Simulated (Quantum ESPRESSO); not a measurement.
An input for Quantum ESPRESSO 7.5 (MnO2):

Contents of pw.in:

```
&CONTROL
  calculation = 'scf'
  prefix = 'pwscf'
  outdir = './tmp'
  pseudo_dir = './pseudo'
  tprnfor = .true.
  tstress = .true.
  disk_io = 'nowf'
/
&SYSTEM
  ibrav = 0
  nat = 4
  ntyp = 2
  ecutwfc = 45
  ecutrho = 360
  nbnd = 24
  occupations = 'smearing'
  smearing = 'gaussian'
  degauss = 0.00367493
  nspin = 2
  starting_magnetization(1) = 0.2
  starting_magnetization(2) = 0
/
&ELECTRONS
  conv_thr = 1.2d-07
  electron_maxstep = 50
  mixing_beta = 0.3
  mixing_ndim = 12
/
ATOMIC_SPECIES
Mn    54.9380 mn_pbe_v1.5.uspp.F.UPF
O     15.9990 o_pbe_v1.2.uspp.F.UPF
CELL_PARAMETERS angstrom
   1.4178470700    0.8185943900    4.2866856900
  -1.4178470700    0.8185943900    4.2866856900
   0.0000000000   -1.6371887800    4.2866856900
ATOMIC_POSITIONS crystal
Mn     0.0000000000    0.0000000000    0.0000000000
O      0.2520000000    0.2520000000    0.2520000000
O      0.7480000000    0.7480000000    0.7480000000
K_POINTS automatic
4 4 4 0 0 0
HUBBARD {atomic}
U Mn-3d 1.0
```

Potentials or basis: GBRV 1.5 PBE.

Launch:

```bash
$ OMP_NUM_THREADS=1 pw.x -in pw.in > pw.out
```

What does the program do with it?

The run stopped without a result. It printed:

pw.out:

```text
This program is part of the open-source Quantum ESPRESSO suite
     for quantum simulation of materials; please cite
         "P. Giannozzi et al., J. Phys.:Condens. Matter 21 395502 (2009);
         "P. Giannozzi et al., J. Phys.:Condens. Matter 29 465901 (2017);
         "P. Giannozzi et al., J. Chem. Phys. 152 154105 (2020);
     in publications or presentations arising from this work. More details at

 %%%%%%%%%%%%%%%%%%%%%%%%%%%%%%%%%%%%%%%%%%%%%%%%%%%%%%%%%%%%%%%%%%%%%%%%%%%%%%
     Error in routine read_cards (4):
     wrong number of columns in ATOMIC_POSITIONS
 %%%%%%%%%%%%%%%%%%%%%%%%%%%%%%%%%%%%%%%%%%%%%%%%%%%%%%%%%%%%%%%%%%%%%%%%%%%%%%

     stopping ...
```
